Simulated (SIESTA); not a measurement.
**CoO in SIESTA: the effect of pseudo set**

The system is CoO.

```
Co O
1.0
     1.50547    0.86918    2.43993
    -1.50547    0.86918    2.43993
     0.00000   -1.73837    2.43993
Co O
1 1
Direct
  0.00000 0.00000 0.00000
  0.50000 0.50000 0.50000
```

The cell is a database's computed one.

Alike in all runs:

- Program: SIESTA 5.4.2
- Task: single point
- Functional: PBE
- Basis: DZP (energy shift 0.003 Ry; two zetas on semicore shells)
- Grid cutoff: 800 Ry
- Energy shift: 0.003 Ry
- k mesh: 8 × 8 × 8
- Occupations: fermi-dirac, width 0.05 eV
- Spin: collinear spin, ferromagnetic start
- Starting moments: [2.0, 0.0] μB

| pseudo set | pressure (GPa) | moment (μB) |
| --- | --- | --- |
| PseudoDojo 0.4 standard | 1.2 | 2.96 |
| PseudoDojo 0.4 stringent | 0.8 | 2.94 |
| PseudoDojo 0.5 standard | 1.2 | 2.96 |
| SG15 1.2 | ? | ? |
| SPMS 1.0 | -0.8 | 2.90 |
| Ansatz NC | 3.2 | 2.95 |

Problem. What does the run with pseudo set SG15 1.2 give?

Solution. Pressure 3.9 GPa; moment 2.94 μB.

Caveats: the basis of atomic orbitals isn't converged, which shifts pressures, moduli and gaps; a cell with one magnetic atom can't hold antiferromagnetic order, which such compounds often take; short orbitals over semicore shells can move pressures by several GPa (some runs).
